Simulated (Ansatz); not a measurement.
Input and command of a plane-wave DFT calculation in Ansatz:

```yaml
crystal:
  lattice:
    - [0.0, 2.4608775092, 2.4608775092]
    - [2.4608775092, 0.0, 2.4608775092]
    - [2.4608775092, 2.4608775092, 0.0]
  atoms:
    - { symbol: Bi, position: [0.5, 0.5, 0.5] }
    - { symbol: S, position: [0.0, 0.0, 0.0] }
basis:
  ecutwfc: 420
kpoints:
  mp_grid: { grid: [6, 6, 6] }
hamiltonian:
  xc: pbesol
scf:
  occupations: { method: gaussian, width: 0.1 }
output:
  forces: true
  stress: true
  eigenvalues: true
```

```bash
ansatz run input.yaml --threads 1 --pin off --max-ram 2560MiB --backend cpu --events-out ev --progress --plain --runs-dir out
```

Processor: Arm Neoverse V2, 1 thread, on a host shared with other jobs.

Task: How long does it run, and how much memory does it take?

Result: About 0.65 s on 1 thread of Arm Neoverse V2, with other jobs on the host, peak memory 0.26 GiB. It solves 15 bands at 16 k points (the mesh reduced by symmetry) with about 561 plane waves, in 6 SCF iterations.
